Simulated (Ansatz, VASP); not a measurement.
# One calculation of MgS, two programs

```xyz
2
Lattice="0.0000 2.6016 2.6016 2.6016 0.0000 2.6016 2.6016 2.6016 0.0000" Properties=species:S:1:pos:R:3 pbc="T T T"
Mg    0.0000    0.0000    0.0000
S     2.6016    2.6016    2.6016
```

Alike in both runs: task single point; functional PBE; k mesh 8 × 8 × 8; occupations gaussian, width 0.05 eV; no spin polarisation.

```csv
,VASP,Ansatz
version,VASP 6.6.1,Ansatz 0.2.0
potentials or method,"VASP PAW PBE potentials, release 64 (Mg, S)","scalar-relativistic, plane waves, PAW"
plane-wave cutoff (eV),520,420
valence electrons in the cell,8,16
```

```tsv
	VASP	Ansatz	Ansatz less VASP
gap on the k mesh at the Fermi level (eV)	2.78	2.79	+0.015
least direct gap on the mesh (eV)	3.71	3.72	+0.012
pressure (GPa)	0.9	1.2	+0.30
```

The two sets of potentials don't hold the same shells in valence.

A k mesh can miss the band edges.
